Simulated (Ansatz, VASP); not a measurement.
# Ba in VASP and in Ansatz

File INCAR:

```
ALGO = Normal ; EDIFF = 1E-7
ENCUT = 520 ; GGA = PS
ISIF = 2 ; ISMEAR = -1
LASPH = T ; LCHARG = F
LREAL = F ; LWAVE = F
NBANDS = 11 ; NELM = 60
PREC = Accurate ; SIGMA = 0.08
```

File KPOINTS:

```
k-points
0
Gamma
  11 11 11
```

POSCAR

```
Ba
1.0
   -2.1653400821      2.1653400821      2.1653400821
    2.1653400821     -2.1653400821      2.1653400821
    2.1653400821      2.1653400821     -2.1653400821
Ba
1
Direct
    0.0000000000      0.0000000000      0.0000000000
```

Input for Ansatz:

```yaml
crystal:
  lattice:
    - [-2.1653400821, 2.1653400821, 2.1653400821]
    - [2.1653400821, -2.1653400821, 2.1653400821]
    - [2.1653400821, 2.1653400821, -2.1653400821]
  atoms:
    - { symbol: Ba, position: [0.0, 0.0, 0.0] }
kpoints:
  mp_grid: { grid: [11, 11, 11] }
scf:
  occupations: { method: fermi_dirac, width: 0.08 }
hamiltonian:
  xc: pbesol
  pseudopotentials: { kind: paw }
output:
  forces: true
  stress: true
  eigenvalues: true
  populations: true
```

Change from the starting cell: volume scaled by 0.7, PAW files.

Alike in both runs: task single point; functional PBEsol; k mesh 11 × 11 × 11; occupations fermi-dirac, width 0.08 eV; no spin polarisation.

```csv
,VASP,Ansatz
version,VASP 6.6.1,Ansatz 0.2.0
potentials or method,"VASP PAW PBE potentials, release 64 (Ba_sv)","PAW with Ansatz's default frozen-core files, scalar-relativistic"
plane-wave cutoff (eV),520,420
valence electrons in the cell,10,10
```

```tsv
	VASP	Ansatz	Ansatz less VASP
pressure (GPa)	5.7	5.1	-0.57
```

Caveats: the PAW data sets were made with another functional, which shifts forces and pressure a little (VASP). Spin-orbit coupling is left out, which matters for the levels of Ba.
